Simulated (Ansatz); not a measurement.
# EuO under changes of volume

One of the cells (17.013 Å³/atom); the others are scaled copies at fixed shape and fractional positions:

```
Eu O
1.0
     0.00000    2.57195    2.57195
     2.57195    0.00000    2.57195
     2.57195    2.57195    0.00000
Eu O
1 1
Direct
  0.00000 0.00000 0.00000
  0.50000 0.50000 0.50000
```

- Program: Ansatz 0.2.0
- Functional: PBE
- Potentials or basis: SSSP precision PAW
- Cutoff: 1020 eV
- Density cutoff: 10204 eV
- k mesh: 9 × 9 × 9
- Occupations: fermi-dirac, width 0.05 eV
- Spin: collinear spin, ferromagnetic start
- Starting moments: [7.0, 0.0] μB

```tsv
volume (Å³/atom)	energy over the lowest point (meV/atom)	pressure (GPa)	moment (μB per cell)
15.992	0.89	1.4	6.92
16.333	0.00	-0.7	6.94
16.673	3.42	-2.6	6.95
17.013	10.67	-4.3	6.96
17.354	21.29	-5.7	6.97
17.694	?	?	?
18.034	51.16	-8.2	6.98
```

Problem. What does the run at 17.694 Å³/atom give?

Solution. Energy over the lowest point 34.90 meV/atom; pressure -7.0 GPa; moment 6.98 μB per cell.

Worked out: A Birch-Murnaghan fit of order 3 (a polynomial in V^(-2/3)) to the other rows has its minimum at 16.23 Å³/atom with B0 = V·E''(V) = 100 GPa and B' = 4.8. It gives 34.91 meV/atom at 17.694 Å³/atom, against the run's 34.90, and -dE/dV = -7.1 GPa, against -7.0. A straight line through the other rows of the moment, of slope 0.0285 μB per Å³/atom, gives 6.98 μB, against the run's 6.98.

Energies are extrapolated to zero smearing.

Caveats: a cell with one magnetic atom can't hold antiferromagnetic order, which such compounds often take; without U or exact exchange the open f shell lies at the Fermi level, which spoils levels, moments and volumes.
